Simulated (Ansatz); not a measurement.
Run this with Ansatz's Python interface and show what comes out.

Contents of `cui.extxyz`:
```text
4
Lattice="4.0229 0.0 0.0 0.0 4.0229 0.0 0.0 0.0 5.6506" Properties=species:S:1:pos:R:3 pbc="T T T"
Cu    0.00000000    0.00000000    0.00000000
Cu    2.01145000    2.01145000    0.00000000
I     0.00000000    2.01145000    1.64601978
I     2.01145000    0.00000000    4.00458022
```

`cui.py`
```python
"""DFPT phonons of CuI."""

from dataclasses import dataclass
from pathlib import Path

import ansatz as az
import numpy as np


@dataclass
class RunConfig:
    scf_tol: float = 1e-07
    kmesh: tuple[int, ...] = (4, 4, 4)


opts = RunConfig()


def main() -> None:
    structure = az.Crystal.from_extxyz("cui.extxyz")

    base = (
        structure.calculation()
        .scf(tolerance=opts.scf_tol)
        .occupations(az.OccupationsMethod.FIXED)
        .functional(az.Functional.PBESOL)
        .kpoints(*opts.kmesh)
        .phonons("dfpt")
    )
    res = base.run(threads=1, pin="off", runs_dir="runs")
    ph = res.phonons

    print("Gamma modes (1/cm):", " ".join(f"{w:.1f}" for w in ph.gamma_omega_inv_cm))
    print("in meV:", " ".join(f"{w * 0.1239842:.2f}" for w in ph.gamma_omega_inv_cm))


if __name__ == "__main__":
    main()
```

```console
$ python cui.py
DeckWarning: basis.ecutwfc = 420 eV, auto-derived from the records' recommended cutoffs: set by Cu (normal level)
Gamma modes (1/cm): 0.0 0.0 0.0 16.8 16.8 112.2 112.2 123.7 147.1 147.1 149.3 163.7
in meV: 0.00 0.00 0.00 2.09 2.09 13.91 13.91 15.34 18.24 18.24 18.51 20.30
```
(Warnings from the package without file and line.)

What to keep in mind:
- These settings explore the input space; cutoff and mesh may be short of convergence.
- Spin is left out of this run.
- The cell isn't relaxed first, so the values belong to this volume.
- Without a Hubbard U or exact exchange, semilocal functionals often make such 3d compounds metallic or too weakly gapped.
- No non-analytic term is added, so at the zone centre the longitudinal optical modes of a polar crystal aren't split off.
- The structure is a deposited one; some such entries were measured under pressure or heat, so a shift against it needn't be the functional's error alone.
- The structure is taken as given; imaginary modes can come from an unrelaxed or unstable start.
- Run time: 96 s on 1 thread of Arm Neoverse V1, on a shared host, peak memory 0.75 GiB.
